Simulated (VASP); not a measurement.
# CdO (Monteponite) (Fm-3m) in VASP: a series of runs

One crystal, CdO (Monteponite), is run at these levels: optB86b-vdW, rev-vdW-DF2, vdW-DF; tasks: relaxation of cell and atoms.

Program: VASP 6.6.1. These are calculated values, not measurements. Logs are shortened: lines on timing, memory, paths and dates and some standing lists are left out, and cuts for length are marked.

**1. The structure**

It takes space group Fm-3m (No. 225, cubic). Conventional cell: a = 4.699 Å, b = 4.699 Å, c = 4.699 Å, α = 90.00°, β = 90.00°, γ = 90.00°. Cd (site symmetry m-3m) has 6 O at 2.35 Å as nearest neighbours. O (site symmetry m-3m) has 6 Cd at 2.35 Å as nearest neighbours.

**2. Relaxation of cell and atoms, optB86b-vdW**

INCAR reads:

```
SYSTEM = CdO
  PREC = Accurate
  ENCUT = 600
  EDIFF = 1E-6
  ISMEAR = -1
  SIGMA = 0.05
  LREAL = .False.
  LASPH = .True.
  NELM = 80
  ALGO = Normal
  ISIF = 3
  LWAVE = .False.
  LCHARG = .False.
  GGA = MK
  LUSE_VDW = .True.
  AGGAC = 0.0
  PARAM1 = 0.1234
  PARAM2 = 1.0
  IBRION = 2
  NSW = 60
  EDIFFG = -0.02
```

KPOINTS reads:

```
regular mesh
0
Gamma
  10 10 10
  0 0 0
```

POSCAR reads:

```
CdO
1.0
    0.0000000000      2.3495000000      2.3495000000
    2.3495000000      0.0000000000      2.3495000000
    2.3495000000      2.3495000000      0.0000000000
Cd O
1 1
Direct
    0.0000000000      0.0000000000      0.0000000000
    0.5000000000      0.5000000000      0.5000000000
```

Potentials or basis: VASP PAW PBE potentials, release 64 (Cd, O).

Launch:

```console
$ cat potpaw_PBE.64/Cd/POTCAR potpaw_PBE.64/O/POTCAR > POTCAR
$ mpirun -np 1 vasp_std > vasp.out
```

OUTCAR:

```text
SYSTEM = CdO
   PREC = Accurate
   ENCUT = 600
   EDIFF = 1E-6
   ISMEAR = -1
   LREAL = .False.
   LASPH = .True.
   NELM = 80
   ISIF = 3
   GGA = MK
   IBRION = 2
   NSW = 60
   EDIFFG = -0.02

 ion  position               nearest neighbor table
   1  0.000  0.000  0.000-   2 2.35   2 2.35   2 2.35   2 2.35   2 2.35   2 2.35
   2  0.500  0.500  0.500-   1 2.35   1 2.35   1 2.35   1 2.35   1 2.35   1 2.35

  LATTYP: Found a face centered cubic cell.
 ALAT       =     4.6990000000

  Lattice vectors:

 A1 = (   0.0000000000,   2.3495000000,   2.3495000000)
 A2 = (   2.3495000000,   0.0000000000,   2.3495000000)
 A3 = (   2.3495000000,   2.3495000000,   0.0000000000)

Analysis of symmetry for initial positions (statically):
=====================================================================
 Subroutine PRICEL returns:
 Original cell was already a primitive cell.

 Routine SETGRP: Setting up the symmetry group for a
 face centered cubic supercell.

 Subroutine GETGRP returns: Found 48 space group operations
 (whereof 48 operations were pure point group operations)
 out of a pool of 48 trial point group operations.

The static configuration has the point symmetry O_h .

Analysis of symmetry for dynamics (positions and initial velocities):
=====================================================================
 Subroutine PRICEL returns:
 Original cell was already a primitive cell.

 Routine SETGRP: Setting up the symmetry group for a
 face centered cubic supercell.

 Subroutine GETGRP returns: Found 48 space group operations
 (whereof 48 operations were pure point group operations)
 out of a pool of 48 trial point group operations.

The dynamic configuration has the point symmetry O_h .

 Subroutine INISYM returns: Found 48 space group operations
 (whereof 48 operations are pure point group operations),
 and found     1 'primitive' translations

----------------------------------------------------------------------------------------

                                     Primitive cell

  volume of cell :      25.9392

  direct lattice vectors                    reciprocal lattice vectors
     0.000000000  2.349500000  2.349500000    -0.212811236  0.212811236  0.212811236
     2.349500000  0.000000000  2.349500000     0.212811236 -0.212811236  0.212811236
     2.349500000  2.349500000  0.000000000     0.212811236  0.212811236 -0.212811236

  length of vectors
     3.322694765  3.322694765  3.322694765     0.368599874  0.368599874  0.368599874

  position of ions in fractional coordinates (direct lattice)
     0.000000000  0.000000000  0.000000000
     0.500000000  0.500000000  0.500000000

  ion indices of the primitive-cell ions
   primitive index   ion index
                 1           1
                 2           2

----------------------------------------------------------------------------------------

 KPOINTS: regular mesh

Automatic generation of k-mesh.
 Grid dimensions read from file:
 generate k-points for:   10   10   10

 Generating k-lattice:

  Cartesian coordinates                     Fractional coordinates (reciprocal lattice)
    -0.021281124  0.021281124  0.021281124     0.100000000  0.000000000  0.000000000
     0.021281124 -0.021281124  0.021281124     0.000000000  0.100000000  0.000000000
     0.021281124  0.021281124 -0.021281124     0.000000000  0.000000000  0.100000000

  Length of vectors
     0.036859987  0.036859987  0.036859987

  Shift w.r.t. Gamma in fractional coordinates (k-lattice)
     0.000000000  0.000000000  0.000000000

 Subroutine IBZKPT returns following result:
 ===========================================

 Found     47 irreducible k-points:

 Following reciprocal coordinates:
            Coordinates               Weight
  0.000000  0.000000  0.000000      1.000000
  0.100000  0.000000  0.000000      8.000000
  0.200000  0.000000  0.000000      8.000000
  0.300000  0.000000  0.000000      8.000000
  0.400000  0.000000  0.000000      8.000000
  0.500000  0.000000  0.000000      4.000000
[... 16 lines left out ...]
  0.300000  0.300000  0.000000      6.000000
  0.400000  0.300000  0.000000     24.000000
 [... further k-points ...]
   k-points           NKPTS =     47   k-points in BZ     NKDIM =     47   number of bands    NBANDS=     13
   number of dos      NEDOS =    301   number of ions     NIONS =      2
   total plane-waves  NPLWV =  21952
   dimension x,y,z NGX =    28 NGY =   28 NGZ =   28
   dimension x,y,z NGXF=    56 NGYF=   56 NGZF=   56
   ions per type =               1   1
   NGX,Y,Z   is equivalent  to a cutoff of  14.01, 14.01, 14.01 a.u.
   NGXF,Y,Z  is equivalent  to a cutoff of  28.02, 28.02, 28.02 a.u.
 SYSTEM =  CdO
   PREC   = accura    normal or accurate (medium, high low for compatibility)
   ISTART =      0    job   : 0-new  1-cont  2-samecut
   ICHARG =      2    charge: 1-file 2-atom 10-const
   ISPIN  =      1    spin polarized calculation?
   LNONCOLLINEAR =      F non collinear calculations
   LSORBIT =      F    spin-orbit coupling
   LASPH  =      T    aspherical Exc in radial PAW
   ENCUT  =  600.0 eV  44.10 Ry    6.64 a.u.   6.64  6.64  6.64*2*pi/ulx,y,z
   NELM   =     80;   NELMIN=  2; NELMDL= -5     # of ELM steps
   EDIFF  = 0.1E-05   stopping-criterion for ELM
   LREAL  =      F    real-space projection
   EDIFFG = -.2E-01   stopping-criterion for IOM
   NSW    =     60    number of steps for IOM
   IBRION =      2    ionic relax: 0-MD 1-quasi-New 2-CG
   NFREE  =      1    steps in history (QN), initial steepest desc. (CG)
   ISIF   =      3    stress and relaxation
   ISYM   =      2    0-nonsym 1-usesym 2-fastsym
   POTIM  = 0.5000    time-step for ionic-motion
   TEBEG  =    0.0;   TEEND  =   0.0 temperature during run
   PSTRESS=    0.0 pullay stress
   NELECT =      18.0000    total number of electrons
   NUPDOWN=      -1.0000    fix difference up-down
   EMIN   =  10.00;   EMAX   =-10.00  energy-range for DOS
   EFERMI =   0.00;   METHOD = LEGACY
   ISMEAR =    -1;   SIGMA  =   0.05  broadening in eV -4-tet -1-fermi 0-gaus
   EFERMI_NEDOS =   21; number of points for ismear=-14 and -15
   IALGO  =     38    algorithm
   IMIX   =      4    mixing-type and parameters
     AMIX     =   0.40;   BMIX     =  1.00
     AMIX_MAG =   1.60;   BMIX_MAG =  1.00
  volume/ion in A,a.u.               =      12.97        87.52
  Fermi-wavevector in a.u.,A,eV,Ry     =   1.449373  2.738918 28.581522  2.100683
  Thomas-Fermi vector in A             =   2.567107
   LORBIT       =      0    0 simple, 1 ext, 2 COOP (PROOUT), +10 PAW based schemes
   GGA     = MK    functional components
   LHFCALC =     F    Hartree Fock is set to
   AEXX    =    0.0000 exact exchange contribution
   IVDW_NL    =     1    kernel type
   BPARAM     = 6.3000
   IVDW    =     0    specifies the selected vdW correction
   LEPSILON=     F    determine dielectric tensor
   LRPA    =     F    only Hartree local field effects (RPA)
 conjugate gradient relaxation of ions
 non-spin polarized calculation
  energy-cutoff  :      600.00
  volume of cell :       25.94
 maximum number of plane-waves:       893
   NGX = 13   NGY = 13   NGZ = 13

--------------------------------------- Ionic step        1  -------------------------------------------

 number of electron      18.0000002 magnetization

 Free energy of the ion-electron system (eV)
  ---------------------------------------------------
  ext. energy  EPLUGINS =         0.00000000
  ---------------------------------------------------
  free energy    TOTEN  =        -3.14156700 eV

  energy without entropy =       -3.14102890  energy(sigma->0) =       -3.14129795

------------------------ aborting loop because EDIFF is reached ----------------------------------------

  FORCE on cell =-STRESS in cart. coord.  units (eV):
  Direction    XX          YY          ZZ          XY          YZ          ZX
  --------------------------------------------------------------------------------------
  -------------------------------------------------------------------------------------
  Total        0.5592878      0.5592878      0.5592878     -0.0000000      0.0000000     -0.0000000
  in kB       34.5453482     34.5453482     34.5453482     -0.0000000      0.0000000     -0.0000000
  external PRESSURE =      34.5453482 kB  Pullay stress =       0.0000000 kB
[... 61 lines left out ...]
Total vdW correction in eV:      3.6139632

--------------------------------------- Ionic step        3  -------------------------------------------

 number of electron      17.9999997 magnetization

 Free energy of the ion-electron system (eV)
  ---------------------------------------------------
  ext. energy  EPLUGINS =         0.00000000
  ---------------------------------------------------
  free energy    TOTEN  =        -3.14806727 eV

  energy without entropy =       -3.14752148  energy(sigma->0) =       -3.14779438

 E-fermi :   1.8511     XC(G=0): -11.6813

 val. band max:        1.6830112690   @ k =   0.5000   0.0000   0.0000
 cond. band min:       2.2558485964   @ k =   0.1000   0.0000   0.0000
 fundamental gap:      0.5728373274
 Fermi energy:         1.8510737670

 k-point     1 :       0.0000    0.0000    0.0000
  band No.  band energies     occupation
      1     -15.4385      2.00000
      2      -4.9797      2.00000
      3      -4.9797      2.00000
      4      -4.9797      2.00000
      5      -4.6813      2.00000
      6      -4.6813      2.00000
      7       0.4373      2.00000
      8       0.4373      2.00000
      9       0.4373      2.00000
     10       1.2140      1.99999
     11      16.7368      0.00000
     12      18.5818      0.00000
     13      18.5818      0.00000
[... 353 lines left out ...]
 k-point    24 :       0.4000    0.3000    0.0000
  band No.  band energies     occupation
      1     -14.8611      2.00000
      2      -5.3142      2.00000
      3      -5.0188      2.00000
      4      -4.6930      2.00000
      5      -4.5335      2.00000
      6      -4.4149      2.00000
      7      -1.6929      2.00000
      8      -0.0966      2.00000
      9      -0.0225      2.00000
     10       5.9929      0.00000
     11      10.3445      0.00000
     12      12.5288      0.00000
     13      14.7315      0.00000

 [... further k-points ...]

------------------------ aborting loop because EDIFF is reached ----------------------------------------

  FORCE on cell =-STRESS in cart. coord.  units (eV):
  Direction    XX          YY          ZZ          XY          YZ          ZX
  --------------------------------------------------------------------------------------
  -------------------------------------------------------------------------------------
  Total        0.0006821      0.0006821      0.0006821     -0.0000000      0.0000000      0.0000000
  in kB        0.0411467      0.0411467      0.0411467     -0.0000000      0.0000000      0.0000000
  external PRESSURE =       0.0411467 kB  Pullay stress =       0.0000000 kB
[... 17 lines left out ...]
  FREE ENERGIE OF THE ION-ELECTRON SYSTEM (eV)
  ---------------------------------------------------
  free  energy   TOTEN  =        -3.1480672723 eV

  energy  without entropy=       -3.1475214847  energy(sigma->0) =       -3.14779438

Total vdW correction in eV:      3.5922812

 reached required accuracy - stopping structural energy minimisation
```

Wall time 3 min (1 thread of Intel Xeon Platinum 8375C at 2.90GHz (Ice Lake), shared host); peak memory 0.33 GiB.

What came out:

| Property | Result |
| --- | --- |
| Free energy | -3.1481 eV |
| Relaxed volume | 13.28 Å³/atom |
| Relaxed cell | a = 3.349 Å, b = 3.349 Å, c = 3.349 Å, α = 60.00°, β = 60.00°, γ = 60.00° |
| Space group after relaxing (to 0.05 Å) | Fm-3m (No. 225) |
| Energy gained by relaxing | 3.3 meV/atom |
| Ionic steps | 3 |
| Pressure after relaxing | 0.0 GPa |
| Band gap on the k mesh | none (metal or under the smearing width) |

Step by step:
```
step  energy change (eV)  largest force (eV/Å)  pressure (GPa)  volume (Å³)
   1              0.0000                0.0000            3.45        25.94
   2             -0.0034                0.0000           -2.18        27.00
   3             -0.0065                0.0000            0.00        26.56
```

Final structure:
```
CELL_PARAMETERS angstrom
0.00000 2.36803 2.36803
2.36803 0.00000 2.36803
2.36803 2.36803 0.00000
ATOMIC_POSITIONS crystal
Cd 0.00000 0.00000 0.00000
O 0.50000 0.50000 0.50000
```

Caveat: the PAW data sets were made with another functional, which shifts forces and pressure a little; this crystal is a semiconductor, whose small gap the functional closes, so the metal is an error of the method.

**3. Relaxation of cell and atoms, rev-vdW-DF2**

INCAR reads:

```
SYSTEM = CdO
  PREC = Accurate
  ENCUT = 600
  EDIFF = 1E-6
  ISMEAR = -1
  SIGMA = 0.05
  LREAL = .FALSE.
  LASPH = .TRUE.
  NELM = 100
  ALGO = Normal
  ISIF = 3
  LWAVE = .FALSE.
  LCHARG = .FALSE.
  GGA = MK
  LUSE_VDW = .TRUE.
  AGGAC = 0.0
  PARAM1 = 0.1234
  PARAM2 = 0.711357
  ZAB_VDW = -1.8867
  IBRION = 2
  NSW = 40
  EDIFFG = -0.02
```

KPOINTS reads:

```
Automatic mesh
0
G
  10 10 10
  0 0 0
```

POSCAR is that of step 2.

Potentials or basis: VASP PAW PBE potentials, release 64 (Cd, O).

Launch:

```console
$ cat potpaw_PBE.64/Cd/POTCAR potpaw_PBE.64/O/POTCAR > POTCAR
$ mpirun -np 1 vasp_std > vasp.out
```

Run time: 3 min. Hardware: 1 thread of Intel Xeon Platinum 8375C at 2.90GHz (Ice Lake), shared host; peak memory 0.33 GiB.

Results (log left out):

```yaml
Free_energy: -3.6484 eV
Relaxed_volume: 13.33 Å³/atom
Relaxed_cell: a = 3.353 Å, b = 3.353 Å, c = 3.353 Å, α = 60.00°, β = 60.00°, γ = 60.00°
Space_group_after_relaxing_to_0.05_Å: Fm-3m (No. 225)
Energy_gained_by_relaxing: 4.3 meV/atom
Ionic_steps: 3
Pressure_after_relaxing: 0.0 GPa
Band_gap_on_the_k_mesh: none (metal or under the smearing width)
```

Step by step:
| step | energy change (eV) | largest force (eV/Å) | pressure (GPa) | volume (Å³) |
| --- | --- | --- | --- | --- |
| 1 | 0.0000 | 0.0000 | 3.93 | 25.94 |
| 2 | -0.0047 | 0.0000 | -2.41 | 27.15 |
| 3 | -0.0085 | 0.0000 | 0.00 | 26.65 |

Final structure:
```
CELL_PARAMETERS angstrom
0.00000 2.37084 2.37084
2.37084 0.00000 2.37084
2.37084 2.37084 0.00000
ATOMIC_POSITIONS crystal
Cd 0.00000 0.00000 0.00000
O 0.50000 0.50000 0.50000
```

Levels at points of the mesh, in eV from the Fermi level:
| k point | band 7 | band 8 | band 9 | band 10 | band 11 | band 12 |
| --- | --- | --- | --- | --- | --- | --- |
| (0.00, 0.00, 0.00) | -1.40 | -1.40 | -1.40 | -0.66 | 14.87 | 16.70 |
| (0.50, 0.00, 0.00) | -3.92 | -0.17 | -0.17 | 4.28 | 6.89 | 11.58 |
| (0.50, 0.50, 0.00) | -4.30 | -2.35 | -2.35 | 3.50 | 8.26 | 11.03 |

Caveat: the PAW data sets were made with another functional, which shifts forces and pressure a little; this crystal is a semiconductor, whose small gap the functional closes, so the metal is an error of the method. Zero-point motion and thermal expansion aren't in these numbers.

**4. Relaxation of cell and atoms, vdW-DF**

INCAR reads:

```
SYSTEM = CdO
  PREC = Accurate
  ENCUT = 600
  EDIFF = 1E-6
  ISMEAR = -1
  SIGMA = 0.05
  LREAL = .False.
  LASPH = .True.
  NELM = 60
  ALGO = Fast
  ISIF = 3
  LWAVE = .False.
  LCHARG = .False.
  GGA = RE
  LUSE_VDW = .True.
  AGGAC = 0.0
  IBRION = 2
  NSW = 60
  EDIFFG = -0.01
```

KPOINTS reads:

```
Automatic mesh
0
Gamma
  10 10 10
  0 0 0
```

POSCAR is that of step 3.

Launch:

```console
$ cat potpaw_PBE.64/Cd/POTCAR potpaw_PBE.64/O/POTCAR > POTCAR
$ mpirun -np 1 vasp_std > vasp.out
```

It took 3 min on 1 thread of Intel Xeon Platinum 8375C at 2.90GHz (Ice Lake), shared host; peak memory 0.33 GiB.

It converged, with:

```
Free energy                            : -2.1500 eV
Relaxed volume                         : 14.21 Å³/atom
Relaxed cell                           : a = 3.426 Å, b = 3.426 Å, c = 3.426 Å, α = 60.00°, β = 60.00°, γ = 60.00°
Space group after relaxing (to 0.05 Å) : Fm-3m (No. 225)
Energy gained by relaxing              : 45.8 meV/atom
Ionic steps                            : 3
Pressure after relaxing                : 0.0 GPa
Band gap on the k mesh                 : none (metal or under the smearing width)
```

Step by step:
| step | energy change (eV) | largest force (eV/Å) | pressure (GPa) | volume (Å³) |
| --- | --- | --- | --- | --- |
| 1 | 0.0000 | 0.0000 | 12.93 | 25.94 |
| 2 | -0.0620 | 0.0000 | -5.44 | 30.07 |
| 3 | -0.0916 | 0.0000 | 0.01 | 28.43 |

Final structure:
```
Cd O
1.0
     0.00000    2.42235    2.42235
     2.42235    0.00000    2.42235
     2.42235    2.42235    0.00000
Cd O
1 1
Direct
  0.00000 0.00000 0.00000
  0.50000 0.50000 0.50000
```

Levels at points of the mesh, in eV from the Fermi level:
```
           k point  band 5  band 6  band 7  band 8  band 9  band 10  band 11  band 12  band 13
(0.00, 0.00, 0.00)   -6.59   -6.59   -1.16   -1.16   -1.16    -0.61    15.22    16.50    16.50
(0.50, 0.00, 0.00)   -6.42   -6.42   -3.74   -0.18   -0.18     4.50     6.52    11.43    11.43
(0.50, 0.50, 0.00)   -6.32   -6.09   -3.76   -2.01   -2.01     3.35     8.21    11.13    12.53
```

Caveat: the PAW data sets were made with another functional, which shifts forces and pressure a little; this crystal is a semiconductor, whose small gap the functional closes, so the metal is an error of the method.

**5. The reference run**

An earlier run on the cell as given: functional PBE; potentials or basis VASP PAW PBE potentials, release 64 (Cd, O); cutoff 520 eV; k mesh 10 × 10 × 10; occupations fermi-dirac, width 0.05 eV; no spin polarisation.

- Pressure: 7.6 GPa
- Band gap on the k mesh: none (metal or under the smearing width)

**6. The runs side by side**

| task | level | cell | cutoff (eV) | gap on the mesh (eV) | pressure (GPa) | relaxed volume (Å³/atom) |
| --- | --- | --- | --- | --- | --- | --- |
| relaxation of cell and atoms | optB86b-vdW | relaxed | 600 | none | 0.0 | 13.28 |
| relaxation of cell and atoms | rev-vdW-DF2 | relaxed | 600 | none | 0.0 | 13.33 |
| relaxation of cell and atoms | vdW-DF | relaxed | 600 | none | 0.0 | 14.21 |
| single point | PBE | as given | 520 | none | 7.6 | - |

Alike in all rows: potentials or basis VASP PAW PBE potentials, release 64 (Cd, O); no spin polarisation; k mesh 10 × 10 × 10; smearing fermi-dirac 0.05 eV.

Caveats: this crystal is a semiconductor, whose small gap the functional closes, so the metal is an error of the method; the PAW data sets were made with another functional, which shifts forces and pressure a little (some runs).

Total energies depend on the potentials used, so only differences within one code and one set of settings carry meaning.
